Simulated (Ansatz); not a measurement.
## TiO₂ under pressure: fit and missing row

TiO₂, P4_2/mnm, a = 4.596 Å, c = 2.954 Å. The compound has several low-lying forms, and this is one of them. Ansatz: r2SCAN, PAW, 500 eV, Γ-centred 6×6×10 mesh on 6 atoms, Gaussian smearing 0.02 eV; no spin polarisation. Cell and atoms are relaxed at each pressure, and no other structure is tried, so the rows at high pressure may lie past a change of phase.

| V (Å³/atom) | P (GPa) |
| --- | --- |
| ? | 40.04 |
| 9.671 | 20.05 |
| 9.999 | 10.05 |
| 10.190 | 5.00 |
| 10.314 | 1.99 |
| 10.402 | 0.00 |
| 10.494 | -1.99 |

Q: Take V0 = 10.402 Å³/atom, fit the third-order Birch–Murnaghan form to the other rows, and predict the missing volume.

A: With the Eulerian strain f = ½[(V0/V)^(2/3) − 1] and y = P/[3f(1 + 2f)^(5/2)], the form is the line y = B0 + 1.5 B0 (B0′ − 4) f. Rows (f, y): 0.02489, 237.8; 0.01335, 234.9; 0.00691, 233.1; 0.00284, 230.3; -0.00293, 229.7. Means f = 0.009012, y = 233.16; Σ(Δf)² = 0.0004561, ΣΔfΔy = 0.1403; the slope is their ratio. y = 230.4 + 307.7 f GPa, so B0 = 230.4 GPa and B0′ = 4 + 2 × (307.7)/(3 × 230.4) = 4.89. P = 40.04 GPa is met at f = 0.04425 (y = 244.02), so V = V0 (1 + 2f)^(−3/2) = 9.160 Å³/atom. The run gave 9.151 Å³/atom, so the fit is 0.009 Å³/atom too high, 0.67 % of the span of the series, against an rms of 0.0005 Å³/atom on the fitted rows. The row lies outside the fitted range. The points of y bend away from a line: a fourth-order term fitted to them gives P = 40.15 GPa at this row's volume (the line 40.43, the run 40.04).

Cost: 7 runs of about 8.6 core-minutes in all, on Arm Neoverse V1 (shared hosts).